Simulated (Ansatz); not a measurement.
**GaSb in Ansatz: the effect of functional**

The system is GaSb.

```xyz
2
Lattice="0.0000 3.0590 3.0590 3.0590 0.0000 3.0590 3.0590 3.0590 0.0000" Properties=species:S:1:pos:R:3 pbc="T T T"
Sb    4.5885    4.5885    4.5885
Ga    0.0000    0.0000    0.0000
```

Alike in all runs:

```yaml
Program: Ansatz 0.2.0
Task: band structure
Potentials_or_basis: all-electron LAPW, scalar-relativistic
Basis_error_allowed: 0.001 eV/atom
k_mesh: 8 × 8 × 8
Occupations: fermi-dirac, width 0.05 eV
Spin: no spin polarisation
```

**Question.** One run gave: pressure 2.3 GPa. Which functional did it use?
A. RPBE
B. LDA
C. PBE
D. revPBE
E. BLYP

**Answer.** C.

```csv
functional,cutoff,pressure (GPa)
RPBE,278 eV,3.9
BLYP,279 eV,5.3
PBEsol,278 eV,-0.1
PBE,278 eV,2.3
revPBE,278 eV,3.5
LDA,279 eV,-1.7
```

Not every run made on this cell is shown here.
